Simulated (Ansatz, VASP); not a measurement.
# Ge in VASP and in Ansatz

```
Ge
1.0
     0.00000    2.82891    2.82891
     2.82891    0.00000    2.82891
     2.82891    2.82891    0.00000
Ge
2
Direct
  0.75000 0.75000 0.75000
  0.50000 0.50000 0.50000
```

Alike in both runs: task single point; functional PBE; k mesh 8 × 8 × 8; occupations gaussian, width 0.014 eV; no spin polarisation.

|  | VASP | Ansatz |
| --- | --- | --- |
| version | VASP 6.6.1 | Ansatz 0.2.0 |
| potentials or method | VASP PAW PBE potentials, release 64 (Ge_d) | Ansatz PAW |
| plane-wave cutoff (eV) | 520 | 420 |
| valence electrons in the cell | 28 | 28 |

Ansatz gave:

* gap on the k mesh at the Fermi level (eV): 0.03
* least direct gap on the mesh (eV): 0.03
* pressure (GPa): 3.6

**Question.** What did VASP give for the same quantities?

**Answer.** gap on the k mesh at the Fermi level (eV): 0.03; least direct gap on the mesh (eV): 0.03; pressure (GPa): 3.5.

A k mesh can miss the band edges. Expect the measured gap to be larger: semilocal functionals such as PBE lack the derivative discontinuity.
